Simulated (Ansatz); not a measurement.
A relaxation computed with Ansatz, from input to last step.

```yaml
crystal:
  lattice:
    - [0.0, 5.2536017405, -3.6488806776]
    - [4.5497525686, -2.6268008703, -3.6488806776]
    - [-4.5497525686, -2.6268008703, -3.6488806776]
  atoms:
    - { symbol: Te, position: [0.25, 0.25, 0.25] }
    - { symbol: Te, position: [0.75, 0.25, 0.25] }
    - { symbol: Te, position: [0.25, 0.75, 0.25] }
    - { symbol: Te, position: [0.75, 0.75, 0.25] }
    - { symbol: Te, position: [0.25, 0.25, 0.75] }
    - { symbol: Te, position: [0.75, 0.25, 0.75] }
    - { symbol: Te, position: [0.25, 0.75, 0.75] }
    - { symbol: Te, position: [0.75, 0.75, 0.75] }
basis:
  ecutwfc: 420
kpoints:
  mp_grid: { grid: [6, 6, 6] }
hamiltonian:
  xc: pbe
scf:
  occupations: { method: gaussian, width: 0.1 }
output:
  forces: true
  stress: true
  eigenvalues: true
relax:
  adjacent_minimum: "off"
  f_tol: 0.015
  max_steps: 60
  cell: { stress_tol: 0.15 }
```

```bash
ansatz run input.yaml --threads 1 --pin off --max-ram 2560MiB --backend cpu --events-out ev --progress --plain --runs-dir out
```

Level of theory: DFT PBE, scalar-relativistic, plane waves, PAW in Ansatz.

Of 4 frames 3 are shown, positions in Å and forces in eV/Å; the SCF threshold varies from step to step. Steps run on the plane waves of an earlier cell, with a Pulay correction in the pressure. The basis is chosen afresh for the last frame, the zero of the energies, and at times for earlier ones too; energy and pressure step there, also at an unchanged geometry.

```xyz
8
Lattice="0.0000 5.2536 -3.6489 4.5498 -2.6268 -3.6489 -4.5498 -2.6268 -3.6489" Properties=species:S:1:pos:R:3:forces:R:3 pbc="T T T" step=1 free_energy_over_end_meV_per_atom=0.11 pressure_GPa=0.18
Te    0.0000    0.0000   -2.7367    0.0000    0.0000    0.0000
Te    0.0000    2.6268   -4.5611    0.0000    0.0000    0.0000
Te    2.2749   -1.3134   -4.5611    0.0000    0.0000    0.0000
Te    2.2749    1.3134   -6.3855    0.0000    0.0000    0.0000
Te   -2.2749   -1.3134   -4.5611    0.0000    0.0000    0.0000
Te   -2.2749    1.3134   -6.3855    0.0000    0.0000    0.0000
Te    0.0000   -2.6268   -6.3855    0.0000    0.0000    0.0000
Te    0.0000    0.0000   -8.2100    0.0000    0.0000    0.0000
8
Lattice="0.0000 5.2605 -3.6627 4.5557 -2.6302 -3.6627 -4.5557 -2.6302 -3.6627" Properties=species:S:1:pos:R:3:forces:R:3 pbc="T T T" step=2 free_energy_over_end_meV_per_atom=0.09 pressure_GPa=-0.14
Te    0.0000    0.0000   -2.7470    0.0000    0.0000    0.0000
Te    0.0000    2.6302   -4.5784    0.0000    0.0000    0.0000
Te    2.2778   -1.3151   -4.5784    0.0000    0.0000    0.0000
Te    2.2778    1.3151   -6.4098    0.0000    0.0000    0.0000
Te   -2.2778   -1.3151   -4.5784    0.0000    0.0000    0.0000
Te   -2.2778    1.3151   -6.4098    0.0000    0.0000    0.0000
Te    0.0000   -2.6302   -6.4098    0.0000    0.0000    0.0000
Te    0.0000    0.0000   -8.2411    0.0000    0.0000    0.0000
8
Lattice="0.0000 5.2534 -3.6638 4.5496 -2.6267 -3.6638 -4.5496 -2.6267 -3.6638" Properties=species:S:1:pos:R:3:forces:R:3 pbc="T T T" step=4 free_energy_over_end_meV_per_atom=0.00 pressure_GPa=-0.02
Te    0.0000    0.0000   -2.7479    0.0000    0.0000    0.0000
Te    0.0000    2.6267   -4.5798    0.0000    0.0000    0.0000
Te    2.2748   -1.3134   -4.5798    0.0000    0.0000    0.0000
Te    2.2748    1.3134   -6.4117    0.0000    0.0000    0.0000
Te   -2.2748   -1.3134   -4.5798    0.0000    0.0000    0.0000
Te   -2.2748    1.3134   -6.4117    0.0000    0.0000    0.0000
Te    0.0000   -2.6267   -6.4117    0.0000    0.0000    0.0000
Te    0.0000    0.0000   -8.2436    0.0000    0.0000    0.0000
```

Time: 2.5 min on 1 thread of AMD EPYC 7R43 64-Core Processor (Zen 3) (shared host), peak memory 0.79 GiB.